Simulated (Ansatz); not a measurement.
# How the conductance of NiSi2/ZnS/CoSi2 changes with thickness, part 2 of 3

How fast does the current through NiSi2/ZnS/CoSi2 fall with each added layer? The lower electrode is NiSi2 fluorite(111), the upper one CoSi2 fluorite(111); the barrier is ZnS wurtzite(0001) (whole bilayers). In the first transport cell, after relaxation, the nearest pair of electrode and barrier is Si–S at 2.33 Å, along the normal, at the lower face and Si–Zn at 2.50 Å, along the normal, at the upper one. All share a net of side 3.84 Å, which strains the lower electrode by +0.0 %, the upper one by +1.3 % and the barrier by -0.3 %, against typed lattice constants near PBE's. The first steps treat the bulk electrodes alone.

Ansatz 0.2.0; PBE DFT, plane waves, PAW files (the session's first sound run).

So far. Step 4 (Relaxing the interfaces): The largest force component on a free atom ends at 0.0078 eV/Å. The work functions of the outer faces are 5.35 and 4.83 eV.

## 5. Transmission over a wide range of energy

This step: PBE DFT, plane waves, PAW files; ballistic transmission by layer matching between semi-infinite leads (Ansatz 0.2.0).

System of this step: NiSi2/ZnS/CoSi2. The cell holds 55 atoms: 34 Si, 8 Ni, 2 S, 2 Zn and 9 Co. Its edges and angles: a = 3.840 Å, b = 3.840 Å, c = 73.288 Å, α = 90.0°, β = 90.0°, γ = 120.0°. Regions: left electrode, 25 atoms (17 Si and 8 Ni); barrier, 4 atoms (2 S and 2 Zn); right electrode, 26 atoms (17 Si and 9 Co). Vacuum lies along c.

The relaxed core is set between ideal electrode layers (this cell holds 4 atomic planes between the electrodes; where that differs from the relaxed slab, whole periods were copied in or cut out without a new relaxation), which the solver continues as semi-infinite leads. A wide energy window on a coarse mesh (12×12) shows where the Fermi level lies against the barrier's bands; the projected density of states shows how far the metals' states reach in.

Input file input.yaml:

```yaml
crystal:
  lattice:
    - [3.84, 0.0, 0.0]
    - [-1.92, 3.3255375505, 0.0]
    - [0.0, 0.0, 73.2881084232]
  atoms:
    - { symbol: Si, position: [0.0, 0.0, 0.0955134489] }
    - { symbol: Si, position: [0.66666667, 0.33333333, 0.1168227351] }
    - { symbol: Ni, position: [0.0, 0.0, 0.1277455797] }
    - { symbol: Si, position: [0.33333333, 0.66666667, 0.1386684243] }
    - { symbol: Si, position: [0.0, 0.0, 0.1599777105] }
    - { symbol: Ni, position: [0.33333333, 0.66666667, 0.1709005551] }
    - { symbol: Si, position: [0.66666667, 0.33333333, 0.1818233997] }
    - { symbol: Si, position: [0.33333333, 0.66666667, 0.2031326859] }
[... 43 atom lines left out ...]
    - { symbol: Co, position: [0.33333333, 0.66666667, 0.8626582197] }
    - { symbol: Si, position: [0.66666667, 0.33333333, 0.8728411131] }
    - { symbol: Si, position: [0.33333333, 0.66666667, 0.8943036577] }
    - { symbol: Co, position: [0.66666667, 0.33333333, 0.9044865511] }
kpoints:
  mp_grid: { grid: [8, 8, 1] }
scf:
  occupations: { method: fermi_dirac, width: 0.1 }
  max_iter: 150
hamiltonian:
  xc: pbe
output:
  transmission:
    kmesh: [12, 12]
    e_range: [-2, 3]
    de: 0.1
    leads: [[10, 13], [41, 44]]
  dos: { projected: true, e_range: [-6, 5], de: 0.05 }
  write_potential: true
  write_density: true
  volumetric_format: npy
  elf: true
```

Run with:

```sh
> ansatz run input.yaml --threads 8 --pin off --max-ram 24576MiB --backend cpu --events-out ev --progress --plain --runs-dir out
```

It took 3 min on 8 threads of Arm Neoverse V2, shared host; peak memory 10 GiB.

Numbers from this step:

```
free energy                                         : -122932.1773 eV
Fermi energy                                        : 8.879 eV
level to which the leads are filled                 : 0 eV from the Fermi level
transmission at the Fermi level (a spin, zone mean) : 0.01485
channels of the lower lead                          : 1.160
channels of the upper lead                          : 1.271
potential step in the lower lead                    : 9.7 meV
potential step in the upper lead                    : 4.6 meV
```

One spin. Transmission, zone mean against energy, zero at the Fermi level:

```
energy (eV)  transmission, zone mean
      -2.00                   0.0986
      -1.90                   0.0746
      -1.70                    0.114
      -1.60                    0.116
      -1.50                    0.229
      -1.30                   0.0477
      -1.20                   0.0841
      -1.10                   0.0786
      -0.90                   0.0477
      -0.80                   0.0442
      -0.60                   0.0502
      -0.50                   0.0323
      -0.40                   0.0219
      -0.20                   0.0216
      -0.10                   0.0349
       0.00                   0.0149
       0.20                   0.0208
       0.30                   0.0198
       0.40                   0.0190
       0.60                   0.0207
       0.70                   0.0234
       0.80                   0.0133
       1.00                   0.0107
       1.10                   0.0203
       1.20                   0.0310
       1.40                   0.0433
       1.50                   0.0544
       1.60                   0.0573
       1.80                   0.0432
       1.90                   0.0384
       2.10                    0.107
       2.20                    0.143
       2.30                    0.256
       2.50                    0.402
       2.60                    0.450
       2.70                    0.328
       2.90                    0.193
       3.00                    0.125
```

One spin. Open channels, zone mean against energy, zero at the Fermi level:

```
energy (eV)  lower lead  upper lead
      -2.00        1.88        1.55
      -1.80        1.84        2.04
      -1.70        1.84        1.75
      -1.50        1.59        1.74
      -1.30        1.31        1.49
      -1.10        1.19        1.67
      -1.00        1.02        1.63
      -0.80        1.02        1.67
      -0.60       0.854        1.94
      -0.40       0.681        1.83
      -0.30       0.701        1.62
      -0.10        1.03        1.35
       0.00        1.16        1.27
       0.10        1.12        1.27
       0.20        1.16        1.23
       0.40        1.37       0.979
       0.60        1.63       0.903
       0.80        1.80       0.681
       0.90        1.92       0.639
       1.10        2.13       0.597
       1.30        1.55       0.514
       1.40        1.55       0.514
       1.60        1.03       0.882
       1.80       0.674       0.924
       2.00        1.33        1.26
       2.10        2.45        1.42
       2.30        2.92        1.63
       2.50        2.81        1.79
       2.70        3.12         1.5
       2.80        3.25        1.10
       3.00        2.75       0.542
```

Transmission over k1 and k2. At 0.0000 eV from the Fermi level.

Ten even steps from '0' (0.000) to '9' (0.122):
```
000000000000
000111000000
001233210000
001390931000
001304403100
000294049200
000130440310
000013909310
000001233210
000000011100
000000000000
000000000000
```
Columns: k1 (b1) from -0.5 to 0.417; rows upwards: k2 (b2) from -0.5 to 0.417.

Open channels of the lower lead over k1 and k2. At 0.0000 eV from the Fermi level.

Values, 12 rows by 12 columns:
```
1.00 1.00 1.00 0.00 0.00 1.00 1.00 1.00 1.00 0.00 0.00 1.00
1.00 1.00 1.00 2.00 1.00 2.00 1.00 1.00 1.00 0.00 0.00 0.00
0.00 0.00 2.00 3.00 2.00 2.00 3.00 2.00 0.00 0.00 0.00 0.00
1.00 0.00 1.00 2.00 3.00 1.00 3.00 2.00 1.00 0.00 1.00 1.00
1.00 1.00 2.00 2.00 1.00 2.00 2.00 1.00 2.00 2.00 1.00 1.00
1.00 1.00 1.00 3.00 3.00 2.00 2.00 2.00 3.00 3.00 1.00 1.00
1.00 1.00 1.00 2.00 2.00 1.00 2.00 2.00 1.00 2.00 2.00 1.00
1.00 1.00 1.00 0.00 1.00 2.00 3.00 1.00 3.00 2.00 1.00 0.00
0.00 0.00 0.00 0.00 0.00 2.00 3.00 2.00 2.00 3.00 2.00 0.00
1.00 0.00 0.00 0.00 1.00 1.00 1.00 2.00 1.00 2.00 1.00 1.00
1.00 1.00 0.00 0.00 1.00 1.00 1.00 1.00 0.00 0.00 1.00 1.00
1.00 1.00 1.00 0.00 1.00 1.00 1.00 1.00 1.00 0.00 1.00 1.00
```
Columns: k1 (b1) from -0.5 to 0.417; rows upwards: k2 (b2) from -0.5 to 0.417.

Open channels of the upper lead over k1 and k2. At 0.0000 eV from the Fermi level.

Values, 12 rows by 12 columns:
```
0.00 1.00 1.00 1.00 1.00 1.00 1.00 0.00 0.00 0.00 0.00 0.00
1.00 1.00 2.00 2.00 1.00 2.00 2.00 1.00 1.00 0.00 0.00 0.00
1.00 1.00 2.00 2.00 2.00 2.00 2.00 2.00 1.00 1.00 0.00 0.00
1.00 1.00 1.00 2.00 3.00 3.00 3.00 2.00 1.00 1.00 1.00 0.00
0.00 1.00 2.00 2.00 3.00 3.00 3.00 3.00 2.00 2.00 1.00 0.00
0.00 1.00 2.00 2.00 3.00 3.00 3.00 3.00 3.00 2.00 2.00 1.00
0.00 0.00 1.00 2.00 2.00 3.00 3.00 3.00 3.00 2.00 2.00 1.00
1.00 0.00 1.00 1.00 1.00 2.00 3.00 3.00 3.00 2.00 1.00 1.00
1.00 0.00 0.00 1.00 1.00 2.00 2.00 2.00 2.00 2.00 2.00 1.00
1.00 0.00 0.00 0.00 1.00 1.00 2.00 2.00 1.00 2.00 2.00 1.00
0.00 0.00 0.00 0.00 0.00 0.00 1.00 1.00 1.00 1.00 1.00 1.00
0.00 0.00 1.00 1.00 1.00 0.00 0.00 0.00 1.00 1.00 1.00 0.00
```
Columns: k1 (b1) from -0.5 to 0.417; rows upwards: k2 (b2) from -0.5 to 0.417.

Projected DOS an atom over height of the atomic layer and energy from the Fermi level. Layers: Si Si Ni Si Si Ni Si Si Ni Si Si Ni Si Si Ni Si Si Ni Si Si Ni Si Si Ni Si S Zn S Zn Si Co Si Si Co Si Si Co Si Si Co Si Si Co Si Si Co Si Si Co Si Si Co Si Si Co; projections on atoms miss part of the total, and the computed bands can run out at the top of the range; a column is the mean of 4 neighbouring layers, the last of those left over.

Values in states/eV, 22 rows by 14 columns, each cell a mean:
```
0.25 0.20 0.18 0.21 0.20 0.20 0.15 0.21 0.21 0.19 0.20 0.22 0.20 0.18
0.36 0.29 0.28 0.31 0.32 0.32 0.24 0.34 0.37 0.30 0.37 0.36 0.34 0.31
0.44 0.40 0.35 0.39 0.37 0.33 0.25 0.48 0.55 0.59 0.59 0.56 0.45 0.28
0.41 0.40 0.31 0.39 0.40 0.38 0.39 0.32 0.29 0.31 0.29 0.31 0.35 0.41
0.47 0.47 0.37 0.42 0.46 0.40 0.41 0.31 0.31 0.26 0.29 0.32 0.35 0.48
0.43 0.48 0.50 0.55 0.49 0.35 0.33 0.36 0.56 0.60 0.59 0.55 0.53 0.65
0.45 0.30 0.25 0.26 0.25 0.30 0.24 0.20 0.36 0.40 0.37 0.38 0.41 0.41
0.49 0.39 0.34 0.37 0.42 0.35 0.17 0.17 0.17 0.12 0.11 0.11 0.14 0.40
0.34 0.39 0.39 0.44 0.41 0.35 0.15 0.29 0.21 0.16 0.15 0.15 0.16 0.39
0.36 0.32 0.33 0.31 0.31 0.21 0.08 0.25 0.22 0.27 0.25 0.24 0.27 0.50
0.23 0.19 0.24 0.24 0.21 0.18 0.12 0.57 0.42 0.60 0.46 0.47 0.58 1.16
0.31 0.17 0.17 0.19 0.23 0.41 0.27 0.71 0.64 1.06 0.74 0.73 0.95 1.98
0.67 0.40 0.34 0.30 0.31 0.43 0.20 1.12 0.86 1.52 0.85 0.86 1.65 1.62
0.76 0.45 0.53 0.49 0.46 0.78 0.33 1.05 1.29 2.31 1.27 1.26 2.21 0.80
0.67 0.58 0.87 0.60 0.61 1.39 0.53 0.76 0.70 0.96 0.61 0.62 1.00 0.54
0.92 0.78 1.28 0.77 0.79 2.25 0.73 0.46 0.50 0.73 0.54 0.52 0.81 0.73
1.47 1.55 2.92 1.56 1.55 1.93 0.98 0.47 0.57 0.71 0.58 0.58 0.73 0.63
0.80 0.78 1.23 0.77 0.75 0.91 0.72 0.64 0.96 1.10 0.97 0.98 1.06 0.52
0.68 0.67 0.91 0.67 0.71 1.13 0.64 0.43 0.55 0.54 0.53 0.51 0.54 0.31
0.70 1.06 1.33 1.04 1.04 0.89 0.50 0.34 0.41 0.40 0.43 0.43 0.38 0.24
0.37 0.60 0.69 0.60 0.60 0.45 0.42 0.28 0.29 0.23 0.25 0.26 0.27 0.18
0.28 0.35 0.35 0.37 0.33 0.29 0.45 0.27 0.27 0.23 0.27 0.26 0.25 0.17
```
Columns: height of the atomic layer (Å) from 8.77 to 65.3 (not evenly spaced); rows upwards: energy from the Fermi level (eV) from -6 to 5.

Electrostatic potential energy in the ca plane at fractional y = 0.000, with atoms of Si and Ni and Zn and S and Co within 0.2 Å of it. With pseudopotentials it is smooth inside the atoms' cores, unlike the true potential.

Values in eV, 6 rows by 16 columns, each cell a mean:
```
 11  -8 -24   1 -25  -1  12   2 -37  -2 -28 -15  11  12  -3 -35
 11   7   4  10   4   9  12  10   3   8   4   6  10  10   7   3
 11   8  11  12  10   8  11   8   7   7  10   7   6   7   6  10
 11   8  10  12  10   8  11   9   7   7  10   7   7   8   7   9
 12   4  -4   8  -4   7  12   9  -7   7  -3   2  10  11   6  -6
 11 -12 -30  -2 -26  -4  12  -1 -44  -6 -35 -21  11  12  -6 -43
```
Columns run along c (16.0 Å, from fractional 0.46 to 0.67 of the cell; values clipped at the 3rd and 97th percentile), rows up along a (3.8 Å). Atoms in or near the plane, at fractional coordinates: Zn at (0.48, 0.00), S at (0.52, 0.00), Co at (0.57, 0.00), Si at (0.60, 0.00), Si at (0.66, 0.00).

Valence density in the ca plane at fractional y = 0.000, with atoms of Si and Ni and Zn and S and Co within 0.2 Å of it. It is the smooth field of the valence electrons, not physical close to the nuclei.

Values in e/Å³, 6 rows by 16 columns, each cell a mean:
```
 0  0  5  8  0  0  0  0  0  1  7  1  1  1  0  0
 0  0  0  0  0  0  0  0  0  0  0  0  0  0  0  0
 0  0  0  0  0  0  0  0  0  0  0  0  0  0  0  0
 0  0  0  0  0  0  0  0  0  0  0  0  0  0  0  0
 0  0  1  1  0  0  0  0  0  0  1  0  1  0  0  0
 0  0  9 15  0  0  0  0  0  2 13  1  1  1  0  1
```
Columns run along c (16.0 Å, from fractional 0.35 to 0.57 of the cell), rows up along a (3.8 Å). Atoms in or near the plane, at fractional coordinates: Si at (0.35, 0.00), Ni at (0.39, 0.00), Si at (0.42, 0.00), Zn at (0.48, 0.00), S at (0.52, 0.00).

ELF in the ca plane at fractional y = 0.000, with atoms of Si and Ni and Zn and S and Co within 0.2 Å of it. It is the smooth field of the valence electrons, not physical close to the nuclei.

Values, 6 rows by 16 columns, each cell a mean:
```
0.06 0.14 0.08 0.58 0.57 0.67 0.08 0.16 0.58 0.40 0.44 0.47 0.15 0.08 0.46 0.37
0.17 0.36 0.18 0.36 0.72 0.43 0.15 0.37 0.33 0.40 0.52 0.58 0.36 0.31 0.53 0.56
0.33 0.69 0.30 0.06 0.19 0.17 0.28 0.51 0.65 0.44 0.31 0.37 0.60 0.59 0.44 0.31
0.29 0.64 0.26 0.12 0.33 0.20 0.25 0.50 0.60 0.44 0.36 0.42 0.55 0.53 0.46 0.37
0.12 0.25 0.16 0.46 0.80 0.54 0.12 0.28 0.27 0.37 0.55 0.61 0.28 0.21 0.55 0.57
0.05 0.12 0.04 0.60 0.39 0.66 0.08 0.15 0.76 0.43 0.43 0.38 0.13 0.06 0.38 0.33
```
Columns run along c (16.0 Å, from fractional 0.46 to 0.67 of the cell), rows up along a (3.8 Å). Atoms in or near the plane, at fractional coordinates: Zn at (0.48, 0.00), S at (0.52, 0.00), Co at (0.57, 0.00), Si at (0.60, 0.00), Si at (0.66, 0.00).

At the Fermi level the transmission is 0.015, as a zone mean for one spin on this coarse mesh. At the Fermi level the layers of this cell's barrier hold from 0.0073 to 0.049 states an eV and atom. In the worse lead the potential repeats within 9.7 meV, which the program lets pass.

## 6. Conductance, 55 atoms

The conductance needs T(E) within ten thermal energies of the Fermi level, on steps under 1.5 kT, and a finer mesh (24×24), since the current can rest on few wavevectors.

Edit input.yaml of step 5 so:

```diff
@@ -70,10 +70,5 @@
   transmission:
-    kmesh: [12, 12]
-    e_range: [-2, 3]
-    de: 0.1
+    kmesh: [24, 24]
+    e_range: [-0.26, 0.27]
+    de: 0.0375
     leads: [[10, 13], [41, 44]]
-  dos: { projected: true, e_range: [-6, 5], de: 0.05 }
-  write_potential: true
-  write_density: true
-  volumetric_format: npy
-  elf: true
```

Run time: 3.3 min. Hardware: 8 threads; peak memory 9.5 GiB; 22 min of CPU time.

This step gave:

```yaml
transmission_at_the_fermi_level_a_spin_zone_mean: 0.01974
channels_of_the_lower_lead: 1.061
channels_of_the_upper_lead: 1.370
ballistic_conductance_of_the_lower_lead: 6.30e14 S/m²
ballistic_conductance_of_the_upper_lead: 8.08e14 S/m²
junction_conductance: 1.19e13 S/m²
error_estimates_by_source_in_the_log_s_order: 0.8, 1, 19.8, 7.8, 0.2 %
resistance_area_product_beyond_the_leads: 0.08262 Ω um²
```

One spin. Table of transmission, zone mean by energy, zero at the Fermi level:

```
energy (eV)  transmission, zone mean
     -0.260                   0.0215
     -0.223                   0.0236
     -0.185                   0.0226
     -0.147                   0.0235
     -0.110                   0.0245
     -0.072                   0.0214
     -0.035                   0.0179
      0.003                   0.0197
      0.040                   0.0207
      0.077                   0.0183
      0.115                   0.0187
      0.152                   0.0195
      0.190                   0.0202
      0.228                   0.0240
      0.265                   0.0209
```

One spin. Open channels, zone mean against energy, zero at the Fermi level:

```
energy (eV)  lower lead  upper lead
     -0.260       0.821        1.60
     -0.223       0.852        1.55
     -0.185       0.915        1.47
     -0.147       0.946        1.45
     -0.110        1.01        1.42
     -0.072        1.03        1.39
     -0.035        1.03        1.35
      0.003        1.06        1.37
      0.040        1.06        1.28
      0.077        1.08        1.23
      0.115        1.13        1.21
      0.152        1.15        1.20
      0.190        1.19        1.20
      0.228        1.26        1.17
      0.265        1.28        1.14
```

Transmission over k1 and k2. At 0.0025 eV from the Fermi level.

Values, 12 rows by 16 columns, each cell a mean:
```
0.000 0.001 0.003 0.002 0.000 0.000 0.003 0.003 0.001 0.000 0.000 0.000 0.000 0.000 0.000 0.000
0.001 0.003 0.007 0.008 0.012 0.010 0.014 0.011 0.007 0.004 0.001 0.000 0.000 0.000 0.000 0.000
0.000 0.001 0.007 0.017 0.028 0.055 0.052 0.033 0.019 0.014 0.002 0.000 0.000 0.000 0.000 0.000
0.000 0.000 0.007 0.048 0.057 0.096 0.101 0.074 0.095 0.043 0.042 0.003 0.000 0.000 0.000 0.000
0.001 0.003 0.010 0.049 0.075 0.075 0.068 0.067 0.063 0.076 0.083 0.041 0.009 0.003 0.001 0.000
0.000 0.002 0.008 0.015 0.053 0.093 0.066 0.024 0.014 0.054 0.077 0.082 0.020 0.010 0.004 0.001
0.000 0.000 0.004 0.007 0.026 0.051 0.087 0.058 0.032 0.050 0.061 0.089 0.036 0.020 0.005 0.002
0.000 0.000 0.001 0.001 0.005 0.040 0.073 0.080 0.086 0.049 0.075 0.109 0.053 0.045 0.001 0.001
0.000 0.000 0.000 0.000 0.000 0.000 0.019 0.030 0.063 0.085 0.081 0.068 0.032 0.025 0.001 0.000
0.000 0.000 0.000 0.000 0.000 0.000 0.003 0.008 0.013 0.023 0.058 0.038 0.018 0.012 0.005 0.002
0.000 0.000 0.000 0.000 0.000 0.000 0.001 0.002 0.004 0.004 0.002 0.000 0.002 0.005 0.004 0.002
0.000 0.000 0.000 0.000 0.000 0.000 0.000 0.000 0.000 0.001 0.001 0.000 0.000 0.001 0.001 0.000
```
Columns: k1 (b1) from -0.5 to 0.458; rows upwards: k2 (b2) from -0.5 to 0.458.

G = 1.2e13 S/m² (1/G = 0.0840 Ω µm²). The largest error estimate is 20 %, from the mesh across the current. In the worse lead the potential repeats within 9.7 meV, which the program lets pass, though it still puts 7.8 % of error on the junction's conductance through them. By hand, Landauer's formula with T at one energy: G = (e²/h) ΣT / A = 3.874e-5 S × 0.0395 / 12.77 Å² = 1.2e13 S/m², with T summed over both spins. The printed value averages T over the Fermi window and is 0.99 times this.

(Part 2 of 3 ends here.)

[Logs are printed without paths, hosts, clocks, repeated set-up lines and the standing remarks that a program may print on its own settings, such as how far it seeks lower states.]

[Hosts, paths, dates, database ids (printed as entryN), source tags and the programs' standing remarks are cut or masked in the printed files.]
